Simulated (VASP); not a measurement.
Runs of VASP 6.6.1 on SnO2. The structure is tetragonal, space group P4_2/mnm (No. 136). The conventional cell has a = 4.772 Å, b = 4.772 Å, c = 3.215 Å, α = 90.00°, β = 90.00°, γ = 90.00°. Sn (site symmetry mmm) has 6 O at 2.07 Å as nearest neighbours. Around O (site symmetry m2m) lie 3 Sn at 2.07 Å. The cell is a database's computed one.

```csv
level,potentials or basis,k mesh,cutoff (eV),smearing,gap on the mesh (eV),pressure (GPa),largest force (eV/Å)
PBEsol,"VASP PAW PBE potentials, release 64 (Sn_d, O_h)",6 × 6 × 6,900,gaussian 0.02 eV,0.90,(b),-
PBEsol,"VASP PAW PBE potentials, release 64 (Sn_d, O)",8 × 8 × 8,520,gaussian 0.02 eV,0.89,0.2,-
PBEsol,"VASP PAW PBE potentials, release 64 (Sn_d, O)",6 × 6 × 6,700,gaussian 0.02 eV,0.89,0.0,-
PBEsol,"VASP PAW PBE potentials, release 64 (Sn_d, O)",6 × 6 × 6,520,gaussian 0.5 eV,0.89,0.2,0.01
r2SCAN,"VASP PAW PBE potentials, release 64 (Sn_d, O)",6 × 6 × 6,520,gaussian 0.02 eV,1.68,(a),0.04
```

Alike in all rows: task single point; no spin polarisation; cell as given.

Question: Fill in the values left out.

Answer: (a) -1.0; (b) -0.3.

Caveats: the PAW data sets were made with another functional, which shifts forces and pressure a little; spin-orbit coupling is left out, which moves the levels of the heavy elements; the cutoff is under 1.25 times the usual one of these potentials, so pressure, stress and relaxed cells hold a basis-set (Pulay) error (some runs).

A k mesh can miss the band edges, and the runs leave out spin-orbit coupling on Sn.

Not every run made on this cell is shown here.
